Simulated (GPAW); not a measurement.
**Ballistic transport through a Sb chain with a Si atom on top of one atom, cheap and dear**

How well does a Sb chain with a Si atom on top of one atom conduct at low bias, and how far do basis and functional move the answer?

Calculated with GPAW 26.7.0; GPAW LCAO, PAW setups; Landauer transmission from Green's functions with principal layers (ASE), zero bias.

Most raw output is cut from this account.

### 1. The structure

The cell holds 10 atoms: 9 Sb and 1 Si. Its edges and angles: a = 9.000 Å, b = 9.000 Å, c = 24.750 Å, α = 90.0°, β = 90.0°, γ = 90.0°. Regions: left lead, 4 atoms (4 Sb); channel, 2 atoms (1 Sb and 1 Si); right lead, 4 atoms (4 Sb). Vacuum lies along a and b. The structure is stacked along c, and the current runs across the ab planes.

### 2. Double-zeta polarised basis

The script solves lead and junction separately, takes H and S in the orbital basis, and joins semi-infinite leads through their self-energies; the dzp basis is the working standard.

Contents of run.py:

```python
import json
import numpy as np
from ase import Atoms
from ase.transport.calculators import TransportCalculator
from gpaw import GPAW, FermiDirac
from gpaw.lcao.tools import get_lcao_hamiltonian
from scipy.linalg import eigh

# The junction with lead layers at both ends, along the third cell vector
device = Atoms(
    ['Sb', 'Sb', 'Sb', 'Sb', 'Sb', 'Si', 'Sb', 'Sb', 'Sb', 'Sb'],
    positions=[
        [4.50000, 4.50000, 1.37500],
        [4.50000, 4.50000, 4.12500],
        [4.50000, 4.50000, 6.87500],
        [4.50000, 4.50000, 9.62500],
        [4.50000, 4.50000, 12.37500],
        [6.86150, 4.50000, 12.37500],
        [4.50000, 4.50000, 15.12500],
        [4.50000, 4.50000, 17.87500],
        [4.50000, 4.50000, 20.62500],
        [4.50000, 4.50000, 23.37500]],
    cell=[[9.0, 0.0, 0.0], [0.0, 9.0, 0.0], [0.0, 0.0, 24.75]],
    pbc=True)

# One principal layer of the lead: the first 2 atoms of the device
lead = Atoms(
    ['Sb', 'Sb'],
    positions=[
        [4.50000, 4.50000, 1.37500],
        [4.50000, 4.50000, 4.12500]],
    cell=[[9.0, 0.0, 0.0], [0.0, 9.0, 0.0], [0.0, 0.0, 5.5]],
    pbc=True)

settings = dict(mode='lcao', basis='dzp', xc='PBE', h=0.2,
                occupations=FermiDirac(0.1), maxiter=250,
                mixer=dict(beta=0.1, nmaxold=8, weight=100.0),
                convergence=dict(density=0.0001))
energies = np.arange(-2, 2 + 1e-9, 0.05)
eta = 0.0001
n1, n2 = 1, 1
# k and -k transmit alike, so half of the mesh across the current serves
mesh = [(i, j) for i in range(n1) for j in range(n2) if (i, j) <= (-i % n1, -j % n2)]
weights = np.array([1 if (i, j) == (-i % n1, -j % n2) else 2 for i, j in mesh]) / (n1 * n2)

# [... helper functions left out ...]
fermi_lead = ground_state(lead, (1, 1, 20), 'lead.txt')
fermi_device = ground_state(device, (1, 1, 3), 'device.txt')
# [... loop over the mesh left out, but for ...]
        # Shift the lead onto the potential of the device's first layer
        shift = ((H[:, 0, 0] - H0[:, 0, 0]) / S0[0, 0]).real.mean()
# [...]
kT = 8.617333e-5 * 300
bias = [0.1, 0.2, 0.5, 1.0, 1.5, 2.0]
# [... integrals and printing left out ...]
```

Started as:

```sh
$ OMP_NUM_THREADS=1 OPENBLAS_NUM_THREADS=1 python run.py
```

Run time: 24 s. Hardware: 1 thread of Arm Neoverse V2, shared host; peak memory 0.84 GiB.

This step gave:

| Item | Value |
| --- | --- |
| conductance | 2.629 G₀ |
| largest coupling past the next principal layer | 7.84e-5 eV |
| largest misfit of the first principal layer | 0.02851 eV |
| shift that aligns the lead | -0.04223 eV |
| basis functions of the junction | 220 |
| basis functions of a principal layer | 46 |
| transmission at the Fermi level (one spin) | 2.631 |

One spin. The transmission, zone mean by energy, zero at the Fermi level:

```tsv
energy (eV)	transmission, zone mean
-2.000	0.995
-1.800	0.994
-1.600	1.46
-1.400	2.42
-1.200	2.59
-1.000	2.63
-0.800	2.66
-0.600	2.68
-0.400	2.69
-0.200	2.67
0.000	2.63
0.200	2.55
0.400	2.42
0.600	2.24
0.800	2.05
1.000	1.96
1.200	2.05
1.400	2.27
1.600	2.43
1.650	2.44
1.800	2.36
2.000	0.958
```

Not self-consistent under bias; the bias window is split evenly. Table of current through one cell, from the zero-bias transmission by bias:

```tsv
bias (V)	current through one cell, from the zero-bias transmission (μA)
0.100	20.4
0.200	40.7
0.500	101
1.000	201
1.500	296
2.000	386
```

The transmission of the three most open eigenchannels by energy, zero at the Fermi level:

```tsv
energy (eV)	channel 1	channel 2	channel 3
-2.00	0.995	1.6e-11	5.6e-12
-1.90	0.998	5.4e-12	2.7e-12
-1.80	0.994	1.6e-11	1.5e-11
-1.70	0.730	1.6e-8	5.1e-10
-1.55	0.961	0.750	0.186
-1.45	0.971	0.939	0.401
-1.35	0.977	0.975	0.536
-1.25	0.983	0.980	0.603
-1.15	0.985	0.982	0.633
-1.05	0.987	0.983	0.650
-0.90	0.991	0.984	0.667
-0.80	0.993	0.984	0.679
-0.70	0.994	0.984	0.690
-0.60	0.995	0.985	0.699
-0.50	0.996	0.986	0.705
-0.40	0.996	0.987	0.706
-0.25	0.997	0.988	0.696
-0.15	0.996	0.989	0.682
-0.05	0.996	0.989	0.660
0.00	0.996	0.989	0.646
0.05	0.996	0.989	0.630
0.15	0.995	0.989	0.590
0.25	0.994	0.988	0.540
0.40	0.993	0.987	0.442
0.50	0.992	0.986	0.361
0.60	0.992	0.984	0.269
0.70	0.990	0.982	0.172
0.80	0.989	0.979	0.0836
0.90	0.988	0.975	0.0201
1.05	0.986	0.966	0.0107
1.15	0.985	0.957	0.0715
1.25	0.984	0.944	0.176
1.35	0.983	0.927	0.304
1.45	0.981	0.903	0.435
1.55	0.980	0.869	0.553
1.70	0.975	0.786	0.678
1.80	0.967	0.706	0.685
1.90	0.937	0.582	0.448
2.00	0.958	2.5e-7	9.2e-9
```

Couplings past the next layer reach 7.8e-5 eV, small enough to drop; the matrix elements of the cell's first layer differ from the bulk lead's by up to 0.029 eV. That layer keeps its own values in the calculation, and only beyond it is the lead taken as perfect. The Fermi levels of lead and junction count from different zeros of potential, one for each periodic cell; with both set to zero, the small remaining shift is what aligns them. By hand: G = 2.629 × 77.48 μS = 204 μS, a resistance of 4.91 kΩ; at 0.1 V a linear junction would pass 20.4 μA, and the integral over the bias window gives 20.4 μA.

### 3. GPAW, szp: basis = "szp(dzp)"

The second zeta is dropped, the polarisation orbitals stay.

run.py, as its differences from that of step 2:

```diff
@@ -34,3 +34,3 @@
 
-settings = dict(mode='lcao', basis='dzp', xc='PBE', h=0.2,
+settings = dict(mode='lcao', basis='szp(dzp)', xc='PBE', h=0.2,
                 occupations=FermiDirac(0.1), maxiter=250,
```

It took 20 s on 1 thread; peak memory 0.82 GiB.

Numbers from this step:

| Quantity | Value |
| --- | --- |
| conductance | 2.611 G₀ |
| largest coupling past the next principal layer | 7.83e-5 eV |
| largest misfit of the first principal layer | 0.02956 eV |
| shift that aligns the lead | -0.04630 eV |
| basis functions of the junction | 135 |
| basis functions of a principal layer | 28 |
| transmission at the Fermi level (one spin) | 2.612 |

One spin. Transmission, zone mean against energy, zero at the Fermi level:

```tsv
energy (eV)	transmission, zone mean
-2.000	0.995
-1.800	0.987
-1.600	1.45
-1.400	2.38
-1.200	2.55
-1.000	2.60
-0.800	2.63
-0.600	2.66
-0.400	2.67
-0.200	2.65
0.000	2.61
0.200	2.53
0.400	2.41
0.600	2.24
0.800	2.06
1.000	1.95
1.200	2.02
1.400	2.21
1.600	2.36
1.650	2.37
1.800	2.28
2.000	0.945
```

Not self-consistent under bias; the bias window is split evenly. The current through one cell, from the zero-bias transmission by bias:

```tsv
bias (V)	current through one cell, from the zero-bias transmission (μA)
0.100	20.2
0.200	40.4
0.500	101
1.000	199
1.500	294
2.000	383
```

The transmission of the three most open eigenchannels by energy, zero at the Fermi level:

```tsv
energy (eV)	channel 1	channel 2	channel 3
-2.00	0.995	3.9e-12	0
-1.90	0.998	2.2e-12	0
-1.80	0.987	2.7e-11	1.4e-11
-1.70	0.754	1.3e-8	5.4e-10
-1.55	0.959	0.732	0.173
-1.45	0.970	0.930	0.376
-1.35	0.977	0.969	0.508
-1.25	0.980	0.979	0.573
-1.15	0.983	0.982	0.604
-1.05	0.985	0.983	0.621
-0.90	0.990	0.984	0.640
-0.80	0.992	0.984	0.653
-0.70	0.994	0.984	0.665
-0.60	0.996	0.984	0.675
-0.50	0.996	0.985	0.682
-0.40	0.997	0.986	0.684
-0.25	0.997	0.987	0.676
-0.15	0.997	0.987	0.662
-0.05	0.997	0.987	0.641
0.00	0.996	0.987	0.628
0.05	0.996	0.987	0.612
0.15	0.996	0.987	0.574
0.25	0.995	0.986	0.526
0.40	0.995	0.984	0.433
0.50	0.994	0.983	0.356
0.60	0.993	0.980	0.269
0.70	0.992	0.977	0.177
0.80	0.991	0.973	0.0916
0.90	0.989	0.968	0.0269
1.05	0.987	0.957	0.00476
1.15	0.985	0.947	0.0519
1.25	0.983	0.933	0.143
1.35	0.981	0.914	0.261
1.45	0.979	0.889	0.387
1.55	0.977	0.855	0.503
1.70	0.969	0.774	0.626
1.80	0.957	0.679	0.644
1.90	0.911	0.468	0.441
2.00	0.945	2.4e-7	6.4e-9
```

The conductance, 2.61 G₀, lies 0.7 % below that of the dzp run.

### 4. GPAW, sz: basis = "sz(dzp)"

The minimal basis is the cheapest rung: no second zeta and no polarisation.

run.py, as its differences from that of step 3:

```diff
@@ -34,3 +34,3 @@
 
-settings = dict(mode='lcao', basis='szp(dzp)', xc='PBE', h=0.2,
+settings = dict(mode='lcao', basis='sz(dzp)', xc='PBE', h=0.2,
                 occupations=FermiDirac(0.1), maxiter=250,
```

It took 16 s on 1 thread; peak memory 0.78 GiB.

This step gave:

```
conductance                                    : 2.514 G₀
largest coupling past the next principal layer : 7.89e-5 eV
largest misfit of the first principal layer    : 0.03470 eV
shift that aligns the lead                     : -0.05619 eV
basis functions of the junction                : 85
basis functions of a principal layer           : 18
transmission at the Fermi level (one spin)     : 2.515
```

The conductance, 2.51 G₀, lies 4.4 % below that of the dzp run.

### 5. revPBE in the dzp basis: xc = "revPBE"

Back in the dzp basis, the functional changes from PBE to revPBE, to set the spread between functionals beside that between bases.

run.py, as its differences from that of step 4:

```diff
@@ -34,3 +34,3 @@
 
-settings = dict(mode='lcao', basis='sz(dzp)', xc='PBE', h=0.2,
+settings = dict(mode='lcao', basis='dzp', xc='revPBE', h=0.2,
                 occupations=FermiDirac(0.1), maxiter=250,
```

It took 25 s on 1 thread; peak memory 0.84 GiB.

This step gave:

```
conductance                                    : 2.622 G₀
largest coupling past the next principal layer : 7.85e-5 eV
largest misfit of the first principal layer    : 0.02887 eV
shift that aligns the lead                     : -0.04218 eV
basis functions of the junction                : 220
basis functions of a principal layer           : 46
transmission at the Fermi level (one spin)     : 2.624
```

One spin. Transmission, zone mean against energy, zero at the Fermi level:

```tsv
energy (eV)	transmission, zone mean
-2.000	0.995
-1.800	0.991
-1.600	1.45
-1.400	2.41
-1.200	2.58
-1.000	2.62
-0.800	2.65
-0.600	2.67
-0.400	2.68
-0.200	2.67
0.000	2.62
0.200	2.54
0.400	2.42
0.600	2.24
0.800	2.05
1.000	1.96
1.200	2.05
1.400	2.27
1.600	2.42
1.650	2.44
1.800	2.35
2.000	0.958
```

The conductance, 2.62 G₀, lies 0.3 % below that of the dzp run.

### 6. Cost and result by level

Times are for 1 thread of Arm Neoverse V2, shared host. The runs compared:

```tsv
no.	run	conductance (G₀)	time	memory (GiB)
1	dzp	2.629	24 s	0.84
2	szp	2.611	20 s	0.82
3	sz	2.514	16 s	0.78
4	dzp revPBE	2.622	25 s	0.84
```

### 7. The levels side by side

The curves are compared point by point over the common energies.

This step: comparison of transmission and cost over codes and levels (GPAW 26.7.0).

Ladder, by row:

```tsv
step	code	T at the Fermi level (sum over the listed spins)	conductance (G0)	r.m.s. T(E) from the first	wall time (s)	peak memory (GiB)	threads
dzp	GPAW	2.631	2.629	0	23.78	0.84	1
szp	GPAW	2.612	2.611	0.04928	20.23	0.82	1
sz	GPAW	2.515	2.514	0.2993	16.29	0.78	1
dzp-revPBE	GPAW	2.624	2.622	0.01904	24.97	0.84	1
```

Table of transmission, zone mean, sum over the listed spins by energy, zero at the Fermi level:

```tsv
energy (eV)	dzp	szp	sz	dzp-revPBE
-2.0000	0.995	0.995	0.991	0.995
-1.7500	0.754	0.462	1.78	0.593
-1.5000	2.15	2.12	2.41	2.14
-1.2500	2.57	2.53	2.54	2.56
-1.0000	2.63	2.60	2.56	2.62
-0.7500	2.66	2.64	2.59	2.66
-0.5000	2.69	2.66	2.60	2.68
-0.4000	2.69	2.67	2.60	2.68
-0.2500	2.68	2.66	2.58	2.67
0.0000	2.63	2.61	2.52	2.62
0.2500	2.52	2.51	2.39	2.52
0.5000	2.34	2.33	2.20	2.33
0.7500	2.10	2.10	2.00	2.09
1.0000	1.96	1.95	1.94	1.96
1.2500	2.10	2.06	2.09	2.10
1.5000	2.36	2.30	2.27	2.36
1.6000	2.43	2.36	2.30	2.42
1.6500	2.44	2.37	2.30	2.44
1.7500	2.42	2.34	2.21	2.41
2.0000	0.958	0.945	0.957	0.958
```

### 8. Smearing 0.01: width = 0.01

Smearing helps the SCF of a metal converge, but it blurs occupations at band edges near the Fermi level.

This step: GPAW LCAO, PAW setups; Landauer transmission from Green's functions with principal layers (ASE), zero bias (GPAW 26.7.0).

run.py, as its differences from that of step 5:

```diff
@@ -34,4 +34,4 @@
 
-settings = dict(mode='lcao', basis='dzp', xc='revPBE', h=0.2,
-                occupations=FermiDirac(0.1), maxiter=250,
+settings = dict(mode='lcao', basis='dzp', xc='PBE', h=0.2,
+                occupations=FermiDirac(0.01), maxiter=250,
                 mixer=dict(beta=0.1, nmaxold=8, weight=100.0),
```

Run time: 24 s. Hardware: 1 thread; peak memory 0.84 GiB.

This step gave:

| Item | Value |
| --- | --- |
| conductance | 2.617 G₀ |
| largest coupling past the next principal layer | 7.84e-5 eV |
| largest misfit of the first principal layer | 0.04096 eV |
| shift that aligns the lead | -0.1071 eV |
| transmission at the Fermi level (one spin) | 2.618 |

One spin. The transmission, zone mean by energy, zero at the Fermi level:

```tsv
energy (eV)	transmission, zone mean
-2.000	0.995
-1.800	0.990
-1.600	1.43
-1.400	2.38
-1.200	2.58
-1.000	2.6
-0.800	2.63
-0.600	2.67
-0.400	2.68
-0.200	2.66
0.000	2.62
0.200	2.54
0.400	2.42
0.600	2.25
0.800	2.05
1.000	1.96
1.200	2.06
1.400	2.28
1.600	2.46
1.650	2.48
1.800	2.39
2.000	0.961
```

Not self-consistent under bias; the bias window is split evenly. Table of current through one cell, from the zero-bias transmission by bias:

```tsv
bias (V)	current through one cell, from the zero-bias transmission (μA)
0.100	20.3
0.200	40.5
0.500	101
1.000	200
1.500	295
2.000	384
```

The transmission of the three most open eigenchannels by energy, zero at the Fermi level:

```tsv
energy (eV)	channel 1	channel 2	channel 3
-2.00	0.995	1.7e-10	5.5e-12
-1.85	0.999	4.6e-12	3.9e-12
-1.70	0.776	1.0e-8	2.8e-10
-1.60	0.947	0.452	0.0312
-1.45	0.970	0.936	0.342
-1.30	0.978	0.977	0.574
-1.15	0.985	0.981	0.622
-1.05	0.987	0.982	0.627
-0.90	0.991	0.983	0.639
-0.75	0.993	0.984	0.662
-0.60	0.995	0.985	0.686
-0.50	0.996	0.985	0.696
-0.35	0.997	0.987	0.697
-0.20	0.997	0.988	0.681
-0.05	0.996	0.988	0.648
0.00	0.996	0.988	0.633
0.05	0.996	0.988	0.617
0.20	0.995	0.988	0.557
0.35	0.994	0.987	0.475
0.50	0.993	0.985	0.364
0.60	0.992	0.983	0.273
0.75	0.990	0.979	0.126
0.90	0.989	0.973	0.0183
1.05	0.987	0.963	0.0128
1.15	0.986	0.954	0.0761
1.30	0.985	0.933	0.246
1.45	0.983	0.898	0.456
1.60	0.980	0.839	0.645
1.70	0.976	0.773	0.730
1.85	0.961	0.726	0.568
2.00	0.961	1.0e-6	9.8e-9
```

The conductance, 2.62 G₀, lies 0.5 % below that of the dzp run.

### 9. Potential alignment off

Without the shift, lead and junction are matched by their Fermi levels alone.

run.py, as its differences from that of step 8:

```diff
@@ -35,3 +35,3 @@
 settings = dict(mode='lcao', basis='dzp', xc='PBE', h=0.2,
-                occupations=FermiDirac(0.01), maxiter=250,
+                occupations=FermiDirac(0.1), maxiter=250,
                 mixer=dict(beta=0.1, nmaxold=8, weight=100.0),
@@ -49,4 +49,4 @@
 # [... loop over the mesh left out, but for ...]
-        # Shift the lead onto the potential of the device's first layer
-        shift = ((H[:, 0, 0] - H0[:, 0, 0]) / S0[0, 0]).real.mean()
+        # Lead and device are aligned by their Fermi levels alone
+        shift = 0.0
 # [...]
```

Elapsed: 24 s, on 1 thread; peak memory 0.84 GiB.

Numbers from this step:

```yaml
conductance: 2.647 G₀
largest_misfit_of_the_first_principal_layer: 0.06077 eV
shift_that_aligns_the_lead: 0 eV
transmission_at_the_fermi_level_one_spin: 2.648
```

One spin. Table of transmission, zone mean by energy, zero at the Fermi level:

energy (eV), transmission, zone mean and a bar from the least value:
```
   -2.000       0.99 ##
   -1.800       0.99 ##
   -1.600       0.85 
   -1.400       2.35 #########################
   -1.200       2.56 ############################
   -1.000       2.66 ##############################
   -0.850       2.67 ##############################
   -0.800       2.67 ##############################
   -0.600       2.66 ##############################
   -0.400       2.67 ##############################
   -0.200       2.67 ##############################
    0.000       2.65 ##############################
    0.200       2.57 ############################
    0.400       2.42 ##########################
    0.600       2.23 #######################
    0.800       2.05 ####################
    1.000       1.95 ##################
    1.200       2.06 ####################
    1.400       2.28 #######################
    1.600       2.39 #########################
    1.800       2.27 #######################
    2.000       0.95 ##
```

Not self-consistent under bias; the bias window is split evenly. The current through one cell, from the zero-bias transmission by bias:

```tsv
bias (V)	current through one cell, from the zero-bias transmission (μA)
0.100	20.5
0.200	41.0
0.500	102
1.000	201
1.500	295
2.000	386
```

Table of transmission of the three most open eigenchannels by energy, zero at the Fermi level:

```tsv
energy (eV)	channel 1	channel 2	channel 3
-2.00	0.995	1.2e-11	6.6e-12
-1.85	0.999	5.9e-12	3.6e-12
-1.70	0.721	6.1e-9	1.9e-10
-1.60	0.852	1.2e-5	7.6e-7
-1.45	0.974	0.919	0.409
-1.30	0.975	0.964	0.521
-1.15	0.989	0.977	0.629
-1.05	0.993	0.980	0.673
-0.90	0.994	0.984	0.696
-0.75	0.992	0.985	0.691
-0.60	0.993	0.986	0.684
-0.50	0.994	0.986	0.683
-0.35	0.996	0.986	0.686
-0.20	0.997	0.987	0.687
-0.05	0.998	0.988	0.672
0.00	0.998	0.989	0.662
0.05	0.997	0.990	0.648
0.20	0.996	0.991	0.583
0.35	0.993	0.990	0.482
0.50	0.989	0.988	0.353
0.60	0.988	0.986	0.258
0.75	0.987	0.981	0.120
0.90	0.988	0.972	0.0199
1.05	0.988	0.962	0.0112
1.15	0.988	0.953	0.0764
1.30	0.986	0.939	0.249
1.45	0.981	0.916	0.425
1.60	0.971	0.865	0.555
1.70	0.964	0.789	0.622
1.85	0.956	0.726	0.497
2.00	0.953	8.7e-6	1.5e-7
```

The conductance, 2.65 G₀, lies 0.7 % above that of the dzp run.

### 10. What came out

| Property | Result |
| --- | --- |
| conductance | 2.63 G₀ |
| transmission at the Fermi level, mean of the spins | 2.63 |
| thermopower | about 0 (under 1.5 μV/K) |

In words: In the dzp basis the junction conducts 2.63 G₀ at 300 K, with T = 2.63 a spin at the Fermi level; the sz basis reaches that conductance within 10 %. At the Fermi level the three most open eigenchannels pass 1.00, 0.99 and 0.65. Measured against the first run (dzp), the nearest curve is that of dzp-revPBE (r.m.s. 0.019) and the farthest that of sz (0.30). Over the compared runs wall time goes from 16 s (sz) to 25 s (dzp-revPBE), on a shared host. The geometry was built from estimated bond lengths and not relaxed, so the numbers describe this model structure. The run had no spin polarisation, so a magnetic state, which chains and small molecules with open shells often have, wasn't tested. Spin-orbit coupling is left out, which matters for the heavy atoms here. An evenly spaced straight chain is an idealisation: free chains tend to dimerise, zigzag or, where a band edge lies near the Fermi level, turn magnetic. The currents use the zero-bias T(E) throughout, which holds only while the bias is small against the distance to the nearest feature. The energy step is wider than the thermal energy, so the conductance and thermopower rest on interpolation of T(E).

[Logs are printed without paths, hosts, clocks, repeated set-up lines and the standing remarks that a program may print on its own settings, such as how far it seeks lower states.]

[Hosts, paths, dates, database ids (printed as entryN), source tags and the programs' standing remarks are cut or masked in the printed files.]
